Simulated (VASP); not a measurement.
# Al (Fm-3m) in VASP: density of states with PBE

Aim: the density of states of Al with PBE.

All numbers are computed with VASP 6.6.1; they aren't measurements. Logs are shortened: lines on timing, memory, paths and dates and some standing lists are left out, and cuts for length are marked.

## Step 1: The structure

The structure is cubic, space group Fm-3m (No. 225). Conventional cell: a = 4.040 Å, b = 4.040 Å, c = 4.040 Å, α = 90.00°, β = 90.00°, γ = 90.00°. Around Al (site symmetry m-3m) lie 12 Al at 2.86 Å.

## Step 2: Density of states, PBE

The input, POSCAR:

```
Al                                      
1.0
    0.0000000000      2.0199944526      2.0199944526
    2.0199944526      0.0000000000      2.0199944526
    2.0199944526      2.0199944526      0.0000000000
  Al            
     1
Direct
     0.0000000000000000    0.0000000000000000    0.0000000000000000
```

The input, INCAR.step1:

```
SYSTEM = Al
PREC = Accurate
ENCUT = 350
EDIFF = 1E-7
ISMEAR = 0
SIGMA = 0.1
LREAL = .False.
LASPH = .True.
NELM = 100
ALGO = Normal
ISIF = 2
LWAVE = .False.
LCHARG = .True.
GGA = PE
```

The input, KPOINTS.step1:

```
regular mesh
0
Gamma
  18 18 18
  0 0 0
```

The input, INCAR.step2:

```
SYSTEM = Al
PREC = Accurate
ENCUT = 350
EDIFF = 1E-7
ISMEAR = -5
SIGMA = 0.1
LREAL = .False.
LASPH = .True.
NELM = 100
ALGO = Normal
ISIF = 2
LWAVE = .False.
LCHARG = .False.
GGA = PE
LORBIT = 11
NEDOS = 1001
ICHARG = 11
```

The input, KPOINTS.step2:

```
regular mesh
0
Gamma
  27 27 27
  0 0 0
```

Potentials or basis: VASP PAW PBE potentials, release 64 (Al).

Launch:

```bash
$ cat potpaw_PBE.64/Al/POTCAR > POTCAR
$ cp INCAR.step1 INCAR
$ cp KPOINTS.step1 KPOINTS
$ mpirun -np 1 vasp_std > vasp.out
$ cp INCAR.step2 INCAR
$ cp KPOINTS.step2 KPOINTS
$ mpirun -np 1 vasp_std > vasp.out
```

OUTCAR:

```text
SYSTEM = Al
   PREC = Accurate
   ENCUT = 350
   EDIFF = 1E-7
   ISMEAR = -5
   LREAL = .False.
   LASPH = .True.
   NELM = 100
   ISIF = 2
   GGA = PE
   LORBIT = 11
   ICHARG = 11

 ion  position               nearest neighbor table
   1  0.000  0.000  0.000-

  LATTYP: Found a face centered cubic cell.
 ALAT       =     4.0399889052

  Lattice vectors:

 A1 = (   0.0000000000,   2.0199944526,   2.0199944526)
 A2 = (   2.0199944526,   0.0000000000,   2.0199944526)
 A3 = (   2.0199944526,   2.0199944526,   0.0000000000)

Analysis of symmetry for initial positions (statically):
=====================================================================
 Subroutine PRICEL returns:
 Original cell was already a primitive cell.

 Routine SETGRP: Setting up the symmetry group for a
 face centered cubic supercell.

 Subroutine GETGRP returns: Found 48 space group operations
 (whereof 48 operations were pure point group operations)
 out of a pool of 48 trial point group operations.

The static configuration has the point symmetry O_h .

Analysis of symmetry for dynamics (positions and initial velocities):
=====================================================================
 Subroutine PRICEL returns:
 Original cell was already a primitive cell.

 Routine SETGRP: Setting up the symmetry group for a
 face centered cubic supercell.

 Subroutine GETGRP returns: Found 48 space group operations
 (whereof 48 operations were pure point group operations)
 out of a pool of 48 trial point group operations.

The dynamic configuration has the point symmetry O_h .

 Subroutine INISYM returns: Found 48 space group operations
 (whereof 48 operations are pure point group operations),
 and found     1 'primitive' translations

----------------------------------------------------------------------------------------

                                     Primitive cell

  volume of cell :      16.4847

  direct lattice vectors                    reciprocal lattice vectors
     0.000000000  2.019994453  2.019994453    -0.247525432  0.247525432  0.247525432
     2.019994453  0.000000000  2.019994453     0.247525432 -0.247525432  0.247525432
     2.019994453  2.019994453  0.000000000     0.247525432  0.247525432 -0.247525432

  length of vectors
     2.856703551  2.856703551  2.856703551     0.428726625  0.428726625  0.428726625

  position of ions in fractional coordinates (direct lattice)
     0.000000000  0.000000000  0.000000000

  ion indices of the primitive-cell ions
   primitive index   ion index
                 1           1

----------------------------------------------------------------------------------------

 KPOINTS: regular mesh

Automatic generation of k-mesh.
 Grid dimensions read from file:
 generate k-points for:   27   27   27

 Generating k-lattice:

  Cartesian coordinates                     Fractional coordinates (reciprocal lattice)
    -0.009167609  0.009167609  0.009167609     0.037037037  0.000000000  0.000000000
     0.009167609 -0.009167609  0.009167609     0.000000000  0.037037037  0.000000000
     0.009167609  0.009167609 -0.009167609     0.000000000  0.000000000  0.037037037

  Length of vectors
     0.015878764  0.015878764  0.015878764

  Shift w.r.t. Gamma in fractional coordinates (k-lattice)
     0.000000000  0.000000000  0.000000000

 TETIRR: Found   2653 inequivalent tetrahedra from   118098

 Subroutine IBZKPT returns following result:
 ===========================================

 Found    560 irreducible k-points:

 Following reciprocal coordinates:
            Coordinates               Weight
  0.000000  0.000000  0.000000      1.000000
  0.037037  0.000000  0.000000      8.000000
  0.074074  0.000000  0.000000      8.000000
  0.111111  0.000000  0.000000      8.000000
  0.148148  0.000000  0.000000      8.000000
  0.185185  0.000000  0.000000      8.000000
[... 16 lines left out ...]
  0.333333  0.037037  0.000000     24.000000
  0.370370  0.037037  0.000000     24.000000
 [... further k-points ...]
   k-points           NKPTS =    560   k-points in BZ     NKDIM =    560   number of bands    NBANDS=      5
   number of dos      NEDOS =   1001   number of ions     NIONS =      1
   total plane-waves  NPLWV =   5832
   dimension x,y,z NGX =    18 NGY =   18 NGZ =   18
   dimension x,y,z NGXF=    36 NGYF=   36 NGZF=   36
   ions per type =               1
   NGX,Y,Z   is equivalent  to a cutoff of  10.48, 10.48, 10.48 a.u.
   NGXF,Y,Z  is equivalent  to a cutoff of  20.95, 20.95, 20.95 a.u.
 SYSTEM =  Al
   PREC   = accura    normal or accurate (medium, high low for compatibility)
   ISTART =      0    job   : 0-new  1-cont  2-samecut
   ICHARG =     11    charge: 1-file 2-atom 10-const
   ISPIN  =      1    spin polarized calculation?
   LNONCOLLINEAR =      F non collinear calculations
   LSORBIT =      F    spin-orbit coupling
   LASPH  =      T    aspherical Exc in radial PAW
   ENCUT  =  350.0 eV  25.72 Ry    5.07 a.u.   4.36  4.36  4.36*2*pi/ulx,y,z
   NELM   =    100;   NELMIN=  2; NELMDL=  0     # of ELM steps
   EDIFF  = 0.1E-06   stopping-criterion for ELM
   LREAL  =      F    real-space projection
   EDIFFG = 0.1E-05   stopping-criterion for IOM
   NSW    =      0    number of steps for IOM
   IBRION =     -1    ionic relax: 0-MD 1-quasi-New 2-CG
   NFREE  =      0    steps in history (QN), initial steepest desc. (CG)
   ISIF   =      2    stress and relaxation
   ISYM   =      2    0-nonsym 1-usesym 2-fastsym
   POTIM  = 0.5000    time-step for ionic-motion
   TEBEG  =    0.0;   TEEND  =   0.0 temperature during run
   PSTRESS=    0.0 pullay stress
   NELECT =       3.0000    total number of electrons
   NUPDOWN=      -1.0000    fix difference up-down
   EMIN   =  10.00;   EMAX   =-10.00  energy-range for DOS
   EFERMI =   0.00;   METHOD = LEGACY
   ISMEAR =    -5;   SIGMA  =   0.10  broadening in eV -4-tet -1-fermi 0-gaus
   EFERMI_NEDOS =   21; number of points for ismear=-14 and -15
   IALGO  =     38    algorithm
   IMIX   =      4    mixing-type and parameters
     AMIX     =   0.40;   BMIX     =  1.00
     AMIX_MAG =   1.60;   BMIX_MAG =  1.00
  volume/ion in A,a.u.               =      16.48       111.24
  Fermi-wavevector in a.u.,A,eV,Ry     =   0.927730  1.753156 11.710310  0.860684
  Thomas-Fermi vector in A             =   2.053831
   LORBIT       =     11    0 simple, 1 ext, 2 COOP (PROOUT), +10 PAW based schemes
   GGA     = PE    functional components
   LHFCALC =     F    Hartree Fock is set to
   AEXX    =    0.0000 exact exchange contribution
   IVDW    =     0    specifies the selected vdW correction
   LEPSILON=     F    determine dielectric tensor
   LRPA    =     F    only Hartree local field effects (RPA)
 non-spin polarized calculation
 Fermi weights with tetrahedron method with Bloechl corrections
  energy-cutoff  :      350.00
  volume of cell :       16.48
 maximum number of plane-waves:       262
 NGX is ok and might be reduce to    18

 number of electron       3.0000000 magnetization

 Free energy of the ion-electron system (eV)
  ---------------------------------------------------
  ext. energy  EPLUGINS =         0.00000000
  ---------------------------------------------------
  free energy    TOTEN  =        -3.74527823 eV

  energy without entropy =       -3.74527823  energy(sigma->0) =       -3.74527823

 E-fermi :   8.0320     XC(G=0): -10.1997

 val. band max:        8.0167787659   @ k =  -0.4444   0.3333   0.1111
 cond. band min:       7.9613337852   @ k =  -0.2963   0.4815   0.1852
 fundamental gap:     -0.0554449807
 Fermi energy:         8.0319891490

 k-point     1 :       0.0000    0.0000    0.0000
  band No.  band energies     occupation
      1      -3.1304      2.00000
      2      20.6423      0.00000
      3      20.6423      0.00000
      4      20.6423      0.00000
      5      22.1343      0.00000

 k-point     2 :       0.0370    0.0000    0.0000
  band No.  band energies     occupation
      1      -3.0931      2.00000
      2      19.8063      0.00000
      3      20.4839      0.00000
      4      20.4839      0.00000
      5      22.3514      0.00000

 k-point     3 :       0.0741    0.0000    0.0000
  band No.  band energies     occupation
      1      -2.9811      2.00000
      2      18.3948      0.00000
      3      20.1592      0.00000
      4      20.1592      0.00000
      5      22.7862      0.00000

 k-point     4 :       0.1111    0.0000    0.0000
  band No.  band energies     occupation
      1      -2.7948      2.00000
      2      16.8983      0.00000
      3      19.8173      0.00000
      4      19.8173      0.00000
      5      22.7732      0.00000

 k-point     5 :       0.1481    0.0000    0.0000
  band No.  band energies     occupation
      1      -2.5344      2.00000
      2      15.3992      0.00000
      3      19.5077      0.00000
      4      19.5077      0.00000
      5      22.6714      0.00000

 k-point     6 :       0.1852    0.0000    0.0000
  band No.  band energies     occupation
      1      -2.2002      2.00000
      2      13.9279      0.00000
      3      19.2483      0.00000
      4      19.2483      0.00000
      5      22.5502      0.00000
[... 113 lines left out ...]
 k-point    21 :       0.2593    0.0370    0.0000
  band No.  band energies     occupation
      1      -1.4481      2.00000
      2      11.5946      0.00000
      3      18.2051      0.00000
      4      19.3016      0.00000
      5      21.8540      0.00000

 k-point    22 :       0.2963    0.0370    0.0000
  band No.  band energies     occupation
      1      -0.9203      2.00000
      2      10.2474      0.00000
      3      18.0966      0.00000
      4      19.2027      0.00000
      5      21.1889      0.00000

 k-point    23 :       0.3333    0.0370    0.0000
  band No.  band energies     occupation
      1      -0.3212      2.00000
      2       8.9549     -0.07068
      3      18.0507      0.00000
      4      19.1629      0.00000
      5      20.5700      0.00000

 k-point    24 :       0.3704    0.0370    0.0000
  band No.  band energies     occupation
      1       0.3483      2.00000
      2       7.7202      1.63167
      3      18.0673      0.00000
      4      19.1854      0.00000
      5      20.0083      0.00000

 [... further k-points ...]

------------------------ aborting loop because EDIFF is reached ----------------------------------------

  FORCE on cell =-STRESS in cart. coord.  units (eV):
  Direction    XX          YY          ZZ          XY          YZ          ZX
  --------------------------------------------------------------------------------------
  -------------------------------------------------------------------------------------
  Total       -0.0207335     -0.0207335     -0.0207335      0.0000000      0.0000000     -0.0000000
  in kB       -2.0151251     -2.0151251     -2.0151251      0.0000000      0.0000000     -0.0000000
  external PRESSURE =      -2.0151251 kB  Pullay stress =       0.0000000 kB

 VOLUME and BASIS-vectors are now :
 -----------------------------------------------------------------------------
  energy-cutoff  :      350.00
  volume of cell :       16.48
      direct lattice vectors                 reciprocal lattice vectors
     0.000000000  2.019994453  2.019994453    -0.247525432  0.247525432  0.247525432
     2.019994453  0.000000000  2.019994453     0.247525432 -0.247525432  0.247525432
     2.019994453  2.019994453  0.000000000     0.247525432  0.247525432 -0.247525432

 POSITION                                       TOTAL-FORCE (eV/Angst)
 -----------------------------------------------------------------------------------
      0.00000      0.00000      0.00000         0.000000      0.000000      0.000000
 -----------------------------------------------------------------------------------
    total drift:                                0.000000     -0.000000     -0.000000

  FREE ENERGIE OF THE ION-ELECTRON SYSTEM (eV)
  ---------------------------------------------------
  free  energy   TOTEN  =        -3.7452782266 eV

  energy  without entropy=       -3.7452782266  energy(sigma->0) =       -3.74527823

 total charge

# of ion       s       p       d       tot
------------------------------------------
    1        0.427   0.341   0.000   0.768
```

Wall time 16 s (1 thread of Intel Xeon Platinum 8559C (Emerald Rapids), shared host); peak memory 0.13 GiB.

What came out:

```
Valence electrons inside the program's atomic spheres : Al 0.77
```

Levels at points of the mesh, in eV from the Fermi level:
```
           k point  band 1  band 2  band 3  band 4
(0.00, 0.00, 0.00)  -11.16   12.61   12.61   12.61
```

States per cell in windows of 1 eV (zero at the Fermi level; states under -8 eV left out):
```
from (eV)  total  Al1_p  Al1_s  Al1_d
     -8.0   0.22   0.02   0.04   0.00
     -7.0   0.26   0.02   0.05   0.00
     -6.0   0.28   0.03   0.04   0.00
     -5.0   0.32   0.04   0.04   0.00
     -4.0   0.35   0.05   0.04   0.00
     -3.0   0.38   0.06   0.04   0.00
     -2.0   0.35   0.05   0.03   0.00
     -1.0   0.40   0.06   0.04   0.00
      0.0   0.41   0.06   0.04   0.00
      1.0   0.44   0.06   0.04   0.00
      2.0   0.45   0.07   0.05   0.00
      3.0   0.49   0.08   0.05   0.00
      4.0   0.50   0.09   0.04   0.00
      5.0   0.58   0.12   0.04   0.00
      6.0   0.54   0.12   0.03   0.00
      7.0   0.54   0.11   0.02   0.00
```

Caveat: tetrahedron occupations give inexact forces and stress in metals.
